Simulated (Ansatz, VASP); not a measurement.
# InP (InP(110)) in two plane-wave programs, part 2 of 2

Wanted: the spread between two codes on one cell, functional and k mesh. The cell is taken from a series of runs on this material, whose earlier steps may have relaxed, scaled, displaced or heated it; both programs get it as it stands. Valence electrons are named where the data sets of a main pair hold unlike numbers.

VASP 6.6.1 and Ansatz 0.2.0.

So far: Set-up; VASP: single point, PBE.

## (3) Ansatz: single point, PBE

Level of this step: Ansatz beside VASP: Kohn-Sham DFT, plane waves, PBE (Ansatz).

Ansatz runs on its default PAW (the set named soft_2) files.

The same cell, functional, mesh and smearing now go to Ansatz, which takes its cutoff from its data sets.

input.yaml reads:

```yaml
crystal:
  lattice:
    - [4.32661911, 0.0, 0.0]
    - [0.0, 6.11876343, 0.0]
    - [0.0, 0.0, 32.75615754]
  atoms:
    - { symbol: In, position: [0.0, 0.05754628, 0.25840512] }
    - { symbol: In, position: [0.5, 0.48869269, 0.30480258] }
    - { symbol: In, position: [0.0, 0.99346878, 0.37294988] }
    - { symbol: In, position: [0.5, 0.49326985, 0.43533466] }
    - { symbol: In, position: [0.0, 0.99691373, 0.5] }
    - { symbol: In, position: [0.5, 0.49326985, 0.56466534] }
    - { symbol: In, position: [0.0, 0.99346878, 0.62705012] }
    - { symbol: In, position: [0.5, 0.48869269, 0.69519742] }
    - { symbol: In, position: [0.0, 0.05754628, 0.74159488] }
    - { symbol: P, position: [0.0, 0.73355648, 0.30867093] }
    - { symbol: P, position: [0.5, 0.25927449, 0.23760461] }
    - { symbol: P, position: [0.0, 0.73878887, 0.43637658] }
    - { symbol: P, position: [0.5, 0.24086176, 0.37099321] }
    - { symbol: P, position: [0.0, 0.73878887, 0.56362342] }
    - { symbol: P, position: [0.5, 0.24216786, 0.5] }
    - { symbol: P, position: [0.0, 0.73355648, 0.69132907] }
    - { symbol: P, position: [0.5, 0.24086176, 0.62900679] }
    - { symbol: P, position: [0.5, 0.25927449, 0.76239539] }
hamiltonian:
  xc: pbe
  pseudopotentials: { kind: paw }
kpoints:
  mp_grid: { grid: [6, 4, 1] }
scf:
  occupations: { method: gaussian, width: 0.03 }
  n_extra_bands: 8
efield:
  axis: 3
  dipole_correction: true
  ramp_width: 0.04
output:
  forces: true
  eigenvalues: true
  write_density: true
  write_potential: true
  elf: true
  volumetric_format: npy
```

On the command line:

```console
$ ansatz run input.yaml --threads 8 --pin off --max-ram 18432MiB --backend cpu --events-out ev --progress --plain --runs-dir out
```

Numbers of over 12 decimals in the logs are rounded to 6 here.

The program printed:

```text
scf.n_extra_bands = 8 over 81 filled bands (N_el = 162.0): the run solves 89 bands
Engine: ansatz 0.2.0, aarch64-unknown-linux-gnu
Pseudopotentials: kind: paw
Pseudopotential: In, paw, valence charge 13, recommended cutoff 420 eV (normal), In.paw.azcp
Pseudopotential: P, paw, valence charge 5, recommended cutoff 420 eV (normal), P.paw.azcp
Functional definition: PBE
  parameter kappa = 0.804
  parameter beta = 0.066725
  exchange = pbe_x(kappa = kappa, mu = beta*pi^2/3)
  correlation = pbe_c(beta = beta)
Crystal: 18 atoms, lattice volume = 867.172 Å³
Basis set: ecut = 420 eV, 17003 PW (Γ), exchange–correlation on 60×90×450 points (8 copies of the dense FFT grid, shifted against one another)
Bands: 89, of which v1, the nominal top of the filled ones, is band 81 counted from 1 (80 counted from 0)
Symmetry: 2 space group operations
k-points: 12 of 24 (time reversal used)
Non-local potential: In, projectors of the file, l = 0: 2, l = 1: 2, l = 2: 2, l = 3: 2
Non-local potential: P, projectors of the file, l = 0: 2, l = 1: 2, l = 2: 2
PAW form: soft (Blöchl's): semilocal exchange-correlation on the pseudo side does not see the compensation charge
PAW one-centre angular grid: In, 590 points (default); XC on 64 Gauss nodes
PAW one-centre angular grid: P, 110 points (default); XC on 64 Gauss nodes
Initial density: superposition of atomic densities (neutral atoms: chi_scale 0, normalization atom), corrected by the library's trained network
Initial wavefunctions: pseudopotential atomic-orbital guess
Functional: x = pbe(κ = 0.804, μ = 0.219515), c = pbe(β = 0.066725)
SCF iter   1: F=—  HF=-57183.921619 eV  |F-HF|=—  |Δ(HF+E_count)|=         —  Δρ=1.57e-3  dr2=8.56e-2  ethr=1.77e-3  p=-0.000 e·Å  D=-1.02e-15 V/Å  ΔV_dip=0.00 eV  dr2_dipole=1.10e-10  V_vac-E_F(+/−)=4.94/4.94 eV  ⟨swp⟩=8.3  Hψ=5152  notcnv=0
efield: sawtooth ramp at fractional position 0.9800 (placed from the atoms, in the widest stretch of the axis that holds none; the zero of the levels goes with the place), width 0.0400; the density the first Hamiltonian is built on has a dipole p = -0.000 e·Å; the dipole correction subtracts the counter field D = -1.02e-15 V/Å, which shifts the + side's vacuum level by +0.00 eV against the − side's; the planar-averaged density in the ramp window peaks in size at 8.5e-6 e/Å³
preconditioner: auto → Resta (q_TF=auto, 2.063 Å⁻¹)  ε∞=2.8  [insulator: Δε(μ)=0.661 eV  Ē_g=11.912 eV  σ=0.030 eV  W_gap=1.00  n_scr=138 (ndim 8)  ℏωp=16.0 eV  f_vac=0.411  D(μ)=0.00/eV (n_scr^D=0)  ε∞_Penn≈2.8  vacuum switching on, ρ_ref=1.0e-2 e/Å³]
SCF iter   2: F=—  HF=-57183.915487 eV  |F-HF|=—  |Δ(HF+E_count)|=   6.13e-3  Δρ=9.05e-4  dr2=5.80e-2  ethr=5.29e-5  p=-0.000 e·Å  D=-1.79e-6 V/Å  ΔV_dip=0.00 eV  dr2_dipole=6.90e-9  V_vac-E_F(+/−)=5.09/5.09 eV  ⟨swp⟩=3.7  Hψ=2434  notcnv=0  defer=25
SCF iter   3: F=—  HF=-57183.910618 eV  |F-HF|=—  |Δ(HF+E_count)|=   4.87e-3  Δρ=5.00e-4  dr2=5.13e-3  ethr=3.58e-5  p=-0.000 e·Å  D=-5.59e-6 V/Å  ΔV_dip=0.00 eV  dr2_dipole=3.84e-9  V_vac-E_F(+/−)=4.96/4.96 eV  ⟨swp⟩=3.1  Hψ=1343  notcnv=0  defer=25
SCF iter   4: F=—  HF=-57183.911437 eV  |F-HF|=—  |Δ(HF+E_count)|=   8.19e-4  Δρ=1.84e-4  dr2=6.81e-4  ethr=3.17e-6  p=0.000 e·Å  D=6.55e-6 V/Å  ΔV_dip=-0.00 eV  dr2_dipole=1.34e-8  V_vac-E_F(+/−)=4.95/4.95 eV  ⟨swp⟩=2.0  Hψ=1316  notcnv=0  defer=25
SCF iter   5: F=—  HF=-57183.911706 eV  |F-HF|=—  |Δ(HF+E_count)|=   2.70e-4  Δρ=7.98e-5  dr2=1.79e-4  ethr=4.21e-7  p=-0.000 e·Å  D=-1.34e-5 V/Å  ΔV_dip=0.00 eV  dr2_dipole=5.85e-8  V_vac-E_F(+/−)=4.94/4.94 eV  ⟨swp⟩=2.0  Hψ=1462  notcnv=0  defer=25
SCF iter   6: F=—  HF=-57183.911756 eV  |F-HF|=—  |Δ(HF+E_count)|=   4.93e-5  Δρ=2.93e-5  dr2=1.41e-5  ethr=1.10e-7  p=0.000 e·Å  D=1.77e-5 V/Å  ΔV_dip=-0.00 eV  dr2_dipole=1.13e-7  V_vac-E_F(+/−)=4.94/4.94 eV  ⟨swp⟩=2.0  Hψ=1344  notcnv=0  defer=25
SCF iter   7: F=—  HF=-57183.911558 eV  |F-HF|=—  |Δ(HF+E_count)|=   1.98e-4  Δρ=1.05e-5  dr2=2.04e-6  ethr=8.73e-9  p=-0.000 e·Å  D=-4.83e-5 V/Å  ΔV_dip=0.00 eV  dr2_dipole=8.33e-7  V_vac-E_F(+/−)=4.94/4.94 eV  ⟨swp⟩=2.7  Hψ=2130  notcnv=0  defer=25
SCF iter   8: F=—  HF=-57183.911560 eV  |F-HF|=—  |Δ(HF+E_count)|=   2.65e-6  Δρ=5.81e-6  dr2=3.67e-6  ethr=1.26e-9  p=0.001 e·Å  D=1.07e-4 V/Å  ΔV_dip=-0.00 eV  dr2_dipole=4.01e-6  V_vac-E_F(+/−)=4.94/4.94 eV  ⟨swp⟩=2.2  Hψ=1604  notcnv=0  defer=25  recentre
SCF iter   9: F=-57183.911560 eV  HF=-57183.911560 eV  |F-HF|=2.92e-8  |Δ(HF+E_count)|=   4.15e-7  Δρ=2.27e-6  dr2=8.21e-8  ethr=6.17e-11  p=-0.000 e·Å  D=-8.90e-6 V/Å  ΔV_dip=0.00 eV  dr2_dipole=2.92e-8  V_vac-E_F(+/−)=4.94/4.94 eV  ⟨swp⟩=17.2  Hψ=10101  notcnv=0
SCF 1 converged in 9 iterations: F = -57183.911560 eV  dr2 = 8.21e-8
  greatest PAW one-centre occupation: 0.982 electrons in one spin orbital (limit 2), on the In atom at site 8 (counted from 0), in its partial waves of l = 2
WARN: The output density's exchange-correlation potential varies sharply where the density is thin. Do not read a vacuum level from v_tot or v_xc, or from such a field of the output density. On a cell that repeats whose density bears no net charge and no dipole along the vacuum's axis use v_es (v_loc + v_h of the components); under efield.dipole_correction with no amplitude use v_es + v_field, which holds any externa [...]
SCF converged after 9 iterations
Free energy (F): -57183.911560 eV
Harris-Foulkes:  -57183.911560 eV  (|F-HF|=2.92e-8)
Internal energy: -57183.911560 eV  (E = F + TS)
E sigma→0 (E₀):  -57183.911560 eV
Fermi energy:    1.427701 eV
Dipole field:    D = 0.000102 V/Å  (p = 0.000487 e·Å, saw-weighted, corrected)
Work function:   Φ+ = 4.9384 eV   Φ− = 4.9418 eV
Levels:          The Fermi level and band energies are counted from a zero that moves with the ramp; work functions are not
--- Per-component energies (eV) ---
  E_band       = -1378.801013
  E_kinetic    = 2792.459112
  E_local      = -105412.688573  (includes V_loc(G=0)·N_el)
  E_nonlocal   = 3609.461332
  E_hartree    = 50928.927528
  E_xc         = -2476.669108
  E_vxc        = -1421.262775  (∫ρ·V_xc dr)
  E_paw        = -42522.425399  (= ΣΔE_a)
  E_vpaw       = -2804.635666  (= ΣTr[D̂ρ^β])
  E_aug_tail   = 0.000256  (compensation charges beyond the density's cutoff)
  E_efield     = 0.000000  (sawtooth field / dipole correction)
  E_vefield    = 0.000000  (∫n·V_field dr)
  E_ewald      = 35897.023292
  E_smearing   = -0.000000  (= −TS)
  E_closure    = 0.000000  (closes the sum)
  Σ components = -57183.911560   (vs F -57183.911560, Δ=0.00e0)
--- Forces (eV/Å), atoms counted from 1 ---
  atom   1  In     0.00000000     0.02266423     0.01480041
  atom   2  In     0.00000000     0.02099314     0.02632796
  atom   3  In     0.00000000    -0.01435791     0.00110434
  atom   4  In     0.00000000    -0.02006555     0.00211672
  atom   5  In     0.00000000    -0.04210255     0.00005680
  atom   6  In     0.00000000    -0.02005353    -0.00201104
  atom   7  In     0.00000000    -0.01434069    -0.00102346
  atom   8  In     0.00000000     0.02101503    -0.02627515
  atom   9  In     0.00000000     0.02269181    -0.01478579
  atom  10  P      0.00000000     0.03852055    -0.03249136
  atom  11  P      0.00000000    -0.04575211     0.15385341
  atom  12  P      0.00000000     0.02113528     0.00558063
  atom  13  P      0.00000000     0.00559900     0.02547412
  atom  14  P      0.00000000     0.02113337    -0.00569886
  atom  15  P      0.00000000    -0.01542404    -0.00006628
  atom  16  P      0.00000000     0.03851356     0.03242731
  atom  17  P      0.00000000     0.00559280    -0.02557202
  atom  18  P      0.00000000    -0.04574620    -0.15386809
  max |Σ_I F_I| component: 5.04e-5 eV/Å
--- Band table (eV; the first three rows and the last of 12) ---
  k-point 0: bands = [... 77 lower, 0.9771, 1.0027, 1.0553, 1.0693, 1.7861, 2.4066, 2.8558, 3.0036, ... 4 higher]
  k-point 1: bands = [... 77 lower, 0.6519, 0.6563, 0.8314, 0.8860, 2.5712, 2.6158, 2.7696, 2.7940, ... 4 higher]
  k-point 2: bands = [... 77 lower, 0.2699, 0.3080, 0.5683, 0.5686, 2.3830, 2.4290, 2.7109, 2.7550, ... 4 higher]
  k-point 11: bands = [... 77 lower, 0.1798, 0.2747, 0.5421, 0.6988, 2.4764, 2.8996, 2.9208, 3.6805, ... 4 higher]
```

Reading the cycles: dr2 is the Hartree energy of the density residual (eV), the measure of convergence; HF is the Harris–Foulkes estimate of the energy, which meets the free energy F at convergence.

## (4) Differences

Known differences besides the potentials themselves: the cutoff is 420 eV in Ansatz and 520 eV in VASP; VASP leaves aspherical gradient terms in its spheres out (LASPH is not set), Ansatz keeps them. Total energies have different zeros and are not compared.

Compared:

```tsv
quantity	Ansatz	VASP	difference
gap on the k mesh (eV)	0.717	0.713	+0.004
```

Forces on 8 of the 18 atoms, those with the largest forces and the largest differences (eV/Å; atoms numbered as in POSCAR):

```tsv
atom	Ansatz x, y, z	VASP x, y, z
In2	0.000, 0.021, 0.026	0.000, 0.020, 0.027
In3	0.000, -0.014, 0.001	0.000, -0.014, 0.000
In5	0.000, -0.042, 0.000	0.000, -0.042, 0.000
In8	0.000, 0.021, -0.026	0.000, 0.020, -0.027
P10	0.000, 0.039, -0.032	0.000, 0.038, -0.032
P11	0.000, -0.046, 0.154	0.000, -0.046, 0.155
P16	0.000, 0.039, 0.032	0.000, 0.038, 0.032
P18	0.000, -0.046, -0.154	0.000, -0.046, -0.155
```

The forces differ by 0.4 meV/Å r.m.s., which is 1.1 % of the r.m.s. force of 0.035 eV/Å (both taken over all components). A gap on the mesh is an upper bound, since the band edges may lie between its points. With vacuum in the cell, a pressure given here is an average over mostly empty space and none of the material.

## (5) Other set-ups

Further runs change the set-up of one program: Ansatz's method, potentials or start, or VASP's data sets, cutoff or form of LDA. The table gives Ansatz less VASP for each quantity, since a change that brings one quantity closer may part another.

```tsv
run	r.m.s. force difference (meV/Å)	gap on the k mesh (eV)
as above	0.38	0.0040
VASP with the data sets In_d and P_h and a cutoff of 630 eV	0.99	0.0015
```

## (6) Outcome

```json
{
 "r.m.s. force difference (single point, PBE)": "0.38 meV/Å"
}
```

**Reading.** The r.m.s. force difference is 0.38 meV/Å (single point, PBE), within the 12 meV/Å picked in this series as the mark of a large difference. Single point, PBE, VASP with the data sets In_d and P_h and a cutoff of 630 eV: r.m.s. force difference goes from 0.38 to 0.99 meV/Å; the difference in gap on the k mesh goes from 0.0040 to 0.0015 eV. Such differences can come from data sets, numerical settings and the points named under the comparisons, not from the functional's error against experiment.

[Lines on the potential files, build, host, timing and source positions are cut from VASP's logs without a mark.]

[Logs are printed without paths, hosts, clocks, repeated set-up lines and the standing remarks that a program may print on its own settings, such as how far it seeks lower states.]

[Hosts, paths, dates, database ids (printed as entryN), source tags and the programs' standing remarks are cut or masked in the printed files.]
